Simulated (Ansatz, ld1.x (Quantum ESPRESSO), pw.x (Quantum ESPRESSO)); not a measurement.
# pw.x on bcc Al: one setting changed

Potential: PAW, ld1.x (Quantum ESPRESSO) 7.5, PBE; core [Ne], reference 3s2 3p1; waves: 3s (bound): rcut 2.48, rcutus 2.76 bohr; 3s channel at 0.15 Ry: rcut 2.48, rcutus 2.76 bohr; 3p (bound): rcut 1.48, rcutus 2.04 bohr; 3p channel at 0.75 Ry: rcut 1.48, rcutus 2.04 bohr; 3d channel at 0.05 Ry: rcut 1.82, rcutus 2.26 bohr; 3d channel at 1.5 Ry: rcut 1.82, rcutus 2.26 bohr; local part: all-electron potential smoothed inside 1.82 bohr (lloc = -2); core correction: a·sin(br)/r model core inside 1.60 bohr; augmentation: PSQ, inside the norm-conserving radii.

The reference run (k-mesh 14³, cutoffs 40/320 Ry, Fermi–Dirac 0.01 Ry, mixing_beta 0.4, conv_thr 1e-9, no spin) gives 0.13 GPa at 16.945 Å³/atom, where all-electron LAPW gives 0.07 GPa. This run, with its own iteration cap, changes diagonalization to paro.

```
&control
  calculation='scf', prefix='x', pseudo_dir='./', outdir='./tmp', tstress=.true., disk_io='none'
/
&system
  ibrav=0, nat=1, ntyp=1, ecutwfc=40, ecutrho=320, nbnd=8,
  occupations='smearing', smearing='fd', degauss=0.01
/
&electrons
  conv_thr=1e-09, mixing_beta=0.4, electron_maxstep=60, diagonalization='paro'
/
ATOMIC_SPECIES
Al 1.0 Al.UPF
CELL_PARAMETERS angstrom
  -1.61805716 1.61805716 1.61805716
  1.61805716 -1.61805716 1.61805716
  1.61805716 1.61805716 -1.61805716
ATOMIC_POSITIONS crystal
Al 0.0000 0.0000 0.0000
K_POINTS automatic
14 14 14 0 0 0
```

```bash
pw.x < Al.scf.in > Al.scf.out
```

How does the run end?

It converges in 7 iterations; the free energy moves by +0.0 meV/atom and the pressure by +0.00 GPa. The result is that of the reference run.

```
Message from routine setup:
     using ibrav=0 with symmetry is DISCOURAGED, use correct ibrav instead
     lattice parameter (alat)  =       5.2961  a.u.
     unit-cell volume          =     114.3505 (a.u.)^3
     number of electrons       =         3.00
     number of Kohn-Sham states=            8
     kinetic-energy cutoff     =      40.0000  Ry
     charge density cutoff     =     320.0000  Ry
     scf convergence threshold =      1.0E-09
     Exchange-correlation= SLA  PW   PBX  PBC
     number of k points=   104  Fermi-Dirac smearing, width (Ry)=  0.0100
     iteration #  1     ecut=    40.00 Ry     beta= 0.40
     total energy              =     -39.49681060 Ry
     estimated scf accuracy    <       0.00515529 Ry
     iteration #  2     ecut=    40.00 Ry     beta= 0.40
     total energy              =     -39.49654040 Ry
     estimated scf accuracy    <       0.00174015 Ry
     iteration #  3     ecut=    40.00 Ry     beta= 0.40
     total energy              =     -39.49659784 Ry
     estimated scf accuracy    <       0.00000551 Ry
     iteration #  4     ecut=    40.00 Ry     beta= 0.40
     total energy              =     -39.49659904 Ry
     estimated scf accuracy    <       0.00000061 Ry
     iteration #  5     ecut=    40.00 Ry     beta= 0.40
     total energy              =     -39.49659916 Ry
     estimated scf accuracy    <       0.00000002 Ry
     iteration #  6     ecut=    40.00 Ry     beta= 0.40
     total energy              =     -39.49659914 Ry
     estimated scf accuracy    <       0.00000006 Ry
     iteration #  7     ecut=    40.00 Ry     beta= 0.40
     the Fermi energy is     7.6209 ev
!    total energy              =     -39.49659914 Ry
     estimated scf accuracy    <          1.2E-11 Ry
     smearing contrib. (-TS)   =      -0.00174043 Ry
     The total energy is F=E-TS. E is the sum of the following terms:
     one-electron contribution =       3.12028629 Ry
     hartree contribution      =       0.00247559 Ry
     xc contribution           =      -2.03321005 Ry
     ewald contribution        =      -5.35586600 Ry
     one-center paw contrib.   =     -35.22854455 Ry
     convergence has been achieved in   7 iterations
          total   stress  (Ry/bohr**3)                   (kbar)     P=        1.29
     Message from routine punch:
     Nothing written, as per user request (disk_io='none')
```

The run took about 12 s on one core of a shared host (Neoverse-V1, 32 threads, 247 GiB, load 20).
